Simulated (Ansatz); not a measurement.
**AlN at 20 GPa: from Born charge to LO–TO splitting and polaron coupling**

All numbers below come from DFT PBE, scalar-relativistic, plane waves, PAW in Ansatz 0.2.0. Settings: 420 eV plane-wave cutoff, Γ-centred 10×10×10 mesh, fixed occupations. No spin polarisation. Phonons by linear response, acoustic sum rule imposed.

The cell, relaxed at 20 GPa:
```xyz
2
Lattice="0.0000 2.1383 2.1383 2.1383 0.0000 2.1383 2.1383 2.1383 0.0000" Properties=species:S:1:pos:R:3 pbc="T T T"
Al    0.0000    0.0000    0.0000
N     3.2074    3.2074    3.2074
```

Other phases may be more stable at this pressure.

Linear response gives ν_TO = 718.2 cm⁻¹, Born charges ±2.539 e (positive on Al) and ε∞ = 4.475. The primitive cell holds 19.554 Å³, and the masses are 26.982 and 14.007 amu.

Problem. Find ν_LO and the static dielectric constant.

Solution. The long-wave field adds a restoring force: ω_LO² − ω_TO² = Z*²e²/(ε_vac ε∞ μV). In these units ν_LO² − ν_TO² = 4.92064×10⁷ Z*²/(μ V ε∞) cm⁻², with μ = m₁m₂/(m₁ + m₂) = 9.220 amu: 393089 cm⁻². So ν_LO = √(718.2² + 393089) = 953.4 cm⁻¹, and the run gives 953.4. Lyddane–Sachs–Teller then gives ε0 = ε∞ (ν_LO/ν_TO)² = 7.89, against 7.89 in the run (it forms both from the same three quantities, so the match checks the arithmetic only). Between ν_TO and ν_LO the dielectric function is negative and an undamped crystal reflects fully: a reststrahlen band from 10.5 to 13.9 μm.

Problem. What do the Clausius–Mossotti polarisability and the Szigeti charge come to?

Solution. With the Lorentz local field, α = (3V/4π)(ε∞ − 1)/(ε∞ + 2) = 2.51 Å³ for the pair, and e_S = 3Z*/(ε∞ + 2) = 1.18 e. The Born charge includes the electrons' response to the dipole's own local field, and e_S takes that enhancement out. The Lorentz field assumes point-like polarisable ions, a poor picture once ε∞ is this large, since the electron clouds then overlap or are shared, so both numbers are formal here.

Problem. How strongly does a slow electron couple to the LO mode?

Solution. For one isotropic parabolic band, Fröhlich's constant is α_F = (1/ε∞ − 1/ε0) √(m* Ry/ħω_LO), with Ry = 13.606 eV, ħω_LO = 118.2 meV and m* in free-electron masses: α_F = 0.0966 × 10.73 × √m* = 1.04 √m*. The band mass isn't part of this run; for m* = 0.1, 0.3 and 1 it gives 0.33, 0.57, 1.04. In weak coupling the polaron lies α_F ħω_LO below the band edge (67 meV at m* = 0.3) with a mass m*(1 + α_F/6); past α_F of about 5 or 6 that expansion fails. A semilocal functional's ε∞ tends to be too large, which taken alone lowers α_F.

This zinc-blende form isn't the usual stable structure of the compound at low pressure.

Cost: 1 run of about 0.29 core-minutes, on Intel Xeon Platinum 8488C (Sapphire Rapids) (shared hosts).